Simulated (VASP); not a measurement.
# HfN (P6_3/mmc) in VASP: further runs, part 2 of 2

VASP 6.6.1.

### Step 3. Single point, PBE

File INCAR:

```
  ADDGRID = F
  ALGO = Normal
  EDIFF = 0.001
  ENCUT = 460
  GGA = PE
  ISIF = 2
  ISMEAR = 0
  LASPH = T
  LCHARG = F
  LREAL = F
  LWAVE = F
  NELM = 100
  PREC = Accurate
  SIGMA = 0.05
```

File KPOINTS:

```
k-points
0
Gamma
  5 5 3
```

File POSCAR:

```
HfN
1.0
    3.1339080219      0.0000000000      0.0000000000
   -1.5669540110      2.7140439601      0.0000000000
    0.0000000000      0.0000000000      5.4167677200
Hf N
2 2
Direct
    0.3333333333      0.6666666667      0.2500000000
    0.6666666667      0.3333333333      0.7500000000
    0.0000000000      0.0000000000      0.5000000000
    0.0000000000      0.0000000000      0.0000000000
```

Potentials or basis: VASP PAW PBE potentials, release 64 (Hf_pv, N).

The run is started by

```sh
$ cat potpaw_PBE.64/Hf_pv/POTCAR potpaw_PBE.64/N/POTCAR > POTCAR
$ mpirun -np 1 vasp_std > vasp.out
```

OUTCAR:

```text
EDIFF = 0.001
   ENCUT = 460
   GGA = PE
   ISIF = 2
   ISMEAR = 0
   LASPH = T
   LREAL = F
   NELM = 100
   PREC = Accurate

 Found     10 irreducible k-points:

 Following reciprocal coordinates:
            Coordinates               Weight
  0.000000  0.000000  0.000000      1.000000
  0.200000 -0.000000  0.000000      6.000000
  0.400000  0.000000  0.000000      6.000000
  0.200000  0.200000  0.000000      6.000000
  0.400000  0.200000  0.000000      6.000000
  0.000000  0.000000  0.333333      2.000000
   k-points           NKPTS =     10   k-points in BZ     NKDIM =     10   number of bands    NBANDS=     19
   number of dos      NEDOS =    301   number of ions     NIONS =      4
   total plane-waves  NPLWV =  23040
   dimension x,y,z NGX =    24 NGY =   24 NGZ =   40
   dimension x,y,z NGXF=    48 NGYF=   48 NGZF=   80
   ions per type =               2   2
   NGX,Y,Z   is equivalent  to a cutoff of  12.73, 12.73, 12.28 a.u.
   NGXF,Y,Z  is equivalent  to a cutoff of  25.46, 25.46, 24.55 a.u.
 SYSTEM =  unknown system
   PREC   = accura    normal or accurate (medium, high low for compatibility)
   ISTART =      0    job   : 0-new  1-cont  2-samecut
   ICHARG =      2    charge: 1-file 2-atom 10-const
   ISPIN  =      1    spin polarized calculation?
   LNONCOLLINEAR =      F non collinear calculations
   LSORBIT =      F    spin-orbit coupling
   LASPH  =      T    aspherical Exc in radial PAW
   ENCUT  =  460.0 eV  33.81 Ry    5.81 a.u.   5.48  5.48  9.47*2*pi/ulx,y,z
   NELM   =    100;   NELMIN=  2; NELMDL= -5     # of ELM steps
   EDIFF  = 0.1E-02   stopping-criterion for ELM
   LREAL  =      F    real-space projection
   EDIFFG = 0.1E-01   stopping-criterion for IOM
   NSW    =      0    number of steps for IOM
   IBRION =     -1    ionic relax: 0-MD 1-quasi-New 2-CG
   NFREE  =      0    steps in history (QN), initial steepest desc. (CG)
   ISIF   =      2    stress and relaxation
   ISYM   =      2    0-nonsym 1-usesym 2-fastsym
   POTIM  = 0.5000    time-step for ionic-motion
   TEBEG  =    0.0;   TEEND  =   0.0 temperature during run
   PSTRESS=    0.0 pullay stress
   NELECT =      30.0000    total number of electrons
   NUPDOWN=      -1.0000    fix difference up-down
   EMIN   =  10.00;   EMAX   =-10.00  energy-range for DOS
   EFERMI =   0.00;   METHOD = LEGACY
   ISMEAR =     0;   SIGMA  =   0.05  broadening in eV -4-tet -1-fermi 0-gaus
   EFERMI_NEDOS =   21; number of points for ismear=-14 and -15
   IALGO  =     38    algorithm
   IMIX   =      4    mixing-type and parameters
     AMIX     =   0.40;   BMIX     =  1.00
     AMIX_MAG =   1.60;   BMIX_MAG =  1.00
  volume/ion in A,a.u.               =      11.52        77.73
  Fermi-wavevector in a.u.,A,eV,Ry     =   1.418951  2.681429 27.394278  2.013423
  Thomas-Fermi vector in A             =   2.540023
   LORBIT       =      0    0 simple, 1 ext, 2 COOP (PROOUT), +10 PAW based schemes
   GGA     = PE    functional components
   LHFCALC =     F    Hartree Fock is set to
   AEXX    =    0.0000 exact exchange contribution
   IVDW    =     0    specifies the selected vdW correction
   LEPSILON=     F    determine dielectric tensor
   LRPA    =     F    only Hartree local field effects (RPA)
 non-spin polarized calculation
 Gauss-broadening in eV      SIGMA  =   0.05
  energy-cutoff  :      460.00
  volume of cell :       46.07
 maximum number of plane-waves:      1057
 NGX is ok and might be reduce to    24
   NGX = 11   NGY = 11   NGZ = 19

 number of electron      30.0000001 magnetization

 Free energy of the ion-electron system (eV)
  ---------------------------------------------------
  ext. energy  EPLUGINS =         0.00000000
  ---------------------------------------------------
  free energy    TOTEN  =       -43.45367393 eV

  energy without entropy =      -43.45050258  energy(sigma->0) =      -43.45208826

 E-fermi :   8.3693     XC(G=0): -12.7430

 val. band max:        7.4256505380   @ k =   0.4000   0.2000   0.3333
 cond. band min:       8.4070532828   @ k =   0.4000   0.0000   0.3333
 fundamental gap:      0.9814027447
 Fermi energy:         8.3693321280

 k-point     1 :       0.0000    0.0000    0.0000
  band No.  band energies     occupation
      1     -23.7707      2.00000
      2     -22.9117      2.00000
      3     -22.8095      2.00000
      4     -22.8095      2.00000
      5     -22.7489      2.00000
      6     -22.7489      2.00000
[... 11 lines left out ...]
     18       8.9793      0.00000
     19       9.8135      0.00000

 k-point     2 :       0.2000   -0.0000    0.0000
  band No.  band energies     occupation
      1     -23.6369      2.00000
      2     -23.1237      2.00000
      3     -23.0285      2.00000
      4     -22.9277      2.00000
      5     -22.8984      2.00000
      6     -22.7851      2.00000
[... 11 lines left out ...]
     18      11.0246      0.00000
     19      11.1044      0.00000

 k-point     3 :       0.4000    0.0000    0.0000
  band No.  band energies     occupation
      1     -23.6137      2.00000
      2     -23.4307      2.00000
      3     -23.3617      2.00000
      4     -23.0237      2.00000
      5     -23.0072      2.00000
      6     -22.8584      2.00000
[... 11 lines left out ...]
     18      11.5764      0.00000
     19      12.4773      0.00000

 k-point     4 :       0.2000    0.2000    0.0000
  band No.  band energies     occupation
      1     -23.4302      2.00000
      2     -23.4284      2.00000
      3     -23.3319      2.00000
      4     -23.0255      2.00000
      5     -22.9782      2.00000
      6     -22.9494      2.00000
[... 11 lines left out ...]
     18      12.1005      0.00000
     19      12.2294      0.00000

 k-point     5 :       0.4000    0.2000    0.0000
  band No.  band energies     occupation
      1     -23.6104      2.00000
      2     -23.4073      2.00000
      3     -23.2318      2.00000
      4     -23.2026      2.00000
      5     -23.0749      2.00000
      6     -23.0588      2.00000
[... 11 lines left out ...]
     18      11.8989      0.00000
     19      12.4653      0.00000

 k-point     6 :       0.0000    0.0000    0.3333
  band No.  band energies     occupation
      1     -23.5704      2.00000
      2     -23.1420      2.00000
      3     -22.7944      2.00000
      4     -22.7944      2.00000
      5     -22.7641      2.00000
      6     -22.7641      2.00000
[... 11 lines left out ...]
     18      10.0542      0.00000
     19      10.0999      0.00000

 [... further k-points ...]

------------------------ aborting loop because EDIFF is reached ----------------------------------------

  FORCE on cell =-STRESS in cart. coord.  units (eV):
  Direction    XX          YY          ZZ          XY          YZ          ZX
  --------------------------------------------------------------------------------------
  -------------------------------------------------------------------------------------
  Total        0.8937834      0.8937834      0.6435375     -0.0000000     -0.0000000      0.0000000
  in kB       31.0813250     31.0813250     22.3790218     -0.0000000     -0.0000000      0.0000000
  external PRESSURE =      28.1805573 kB  Pullay stress =       0.0000000 kB

 VOLUME and BASIS-vectors are now :
 -----------------------------------------------------------------------------
  energy-cutoff  :      460.00
  volume of cell :       46.07
      direct lattice vectors                 reciprocal lattice vectors
     3.133908022  0.000000000  0.000000000     0.319090411  0.184226935  0.000000000
    -1.566954011  2.714043960  0.000000000     0.000000000  0.368453870  0.000000000
     0.000000000  0.000000000  5.416767720     0.000000000  0.000000000  0.184611940

 POSITION                                       TOTAL-FORCE (eV/Angst)
 -----------------------------------------------------------------------------------
     -0.00000      1.80936      1.35419         0.000000     -0.000000      0.000000
      1.56695      0.90468      4.06258        -0.000000      0.000000      0.000000
      0.00000      0.00000      2.70838         0.000000      0.000000      0.000000
      0.00000      0.00000      0.00000         0.000000      0.000000      0.000000
 -----------------------------------------------------------------------------------
    total drift:                                0.000000     -0.000000      0.000000

  FREE ENERGIE OF THE ION-ELECTRON SYSTEM (eV)
  ---------------------------------------------------
  free  energy   TOTEN  =       -43.4536739309 eV

  energy  without entropy=      -43.4505025835  energy(sigma->0) =      -43.45208826
```

OSZICAR:

```text
N       E                     dE             d eps       ncg     rms          rms(c)
DAV:   1     0.112927656056E+03    0.11293E+03   -0.16269E+04   388   0.144E+03
DAV:   2    -0.442919321118E+02   -0.15722E+03   -0.15185E+03   497   0.326E+02
DAV:   3    -0.495263684573E+02   -0.52344E+01   -0.52006E+01   448   0.517E+01
DAV:   4    -0.496090254066E+02   -0.82657E-01   -0.82148E-01   520   0.592E+00
DAV:   5    -0.496107590954E+02   -0.17337E-02   -0.17288E-02   409   0.535E-01    0.737E+01
DAV:   6    -0.435983663547E+02    0.60124E+01   -0.38013E+01   422   0.320E+01    0.588E+01
DAV:   7    -0.434811810544E+02    0.11719E+00   -0.23274E+00   428   0.107E+01    0.251E+01
DAV:   8    -0.434616221466E+02    0.19559E-01   -0.10780E-01   477   0.254E+00    0.352E+00
DAV:   9    -0.434546630687E+02    0.69591E-02   -0.48113E-02   436   0.129E+00    0.251E+00
DAV:  10    -0.434536739309E+02    0.98914E-03   -0.97156E-03   442   0.646E-01
   1 F= -.43453674E+02 E0= -.43452088E+02  d E =-.317135E-02
```

stdout:

```text
POSCAR found type information on POSCAR HfN
 POSCAR found :  2 types and       4 ions
 scaLAPACK will be used
 LDA part: xc-table for (Slater+PW92), standard interpolation
 POSCAR, INCAR and KPOINTS ok, starting setup
 FFT: planning ... GRIDC
 FFT: planning ... GRID_SOFT
 FFT: planning ... GRID
 WAVECAR not read
 entering main loop
```

It used 9.3 s of CPU time on 1 thread of Intel(R) Xeon(R) Platinum 8488C (Sapphire Rapids), on a shared host, which was overloaded at the time.

These settings aren't checked as converged: the numbers below hold their error.

What came out:

| Property | Result |
| --- | --- |
| Free energy | -43.4537 eV |
| Pressure | 2.8 GPa |
| Band gap on the k mesh | none (metal or under the smearing width) |

Caveat: the k mesh is coarse (spacing up to 0.46 Å⁻¹), so the values aren't converged; the cutoff is under 1.25 times the usual one of these potentials, so pressure, stress and relaxed cells hold a basis-set (Pulay) error.

### Step 4. Single point, PBE

Changes to INCAR since step 3:

```diff
@@ -2,3 +2,3 @@
   ALGO = Normal
-  EDIFF = 0.001
+  EDIFF = 1E-4
   ENCUT = 460
```

KPOINTS is that of step 3.

POSCAR is that of step 3.

The run is started by

```sh
$ cat potpaw_PBE.64/Hf_pv/POTCAR potpaw_PBE.64/N/POTCAR > POTCAR
$ mpirun -np 1 vasp_std > vasp.out
```

It used 7.2 s of CPU time on 1 thread of Intel(R) Xeon(R) Platinum 8488C (Sapphire Rapids), with other jobs on the host, which was overloaded at the time.

These settings aren't checked as converged: the numbers below hold their error.

What came out:

```yaml
Free_energy: -43.4536 eV
Pressure: 3.0 GPa
Band_gap_on_the_k_mesh: none (metal or under the smearing width)
```

Caveat: the k mesh is coarse (spacing up to 0.46 Å⁻¹), so the values aren't converged; the cutoff is under 1.25 times the usual one of these potentials, so pressure, stress and relaxed cells hold a basis-set (Pulay) error.

### Step 5. For comparison

An earlier run on the cell as given: functional PBEsol; potentials or basis VASP PAW PBE potentials, release 64 (Hf_pv, N); cutoff 520 eV; k mesh 10 × 10 × 5; occupations fermi-dirac, width 0.05 eV; no spin polarisation.

* Pressure: -4.5 GPa
* Band gap on the k mesh: none (metal or under the smearing width)
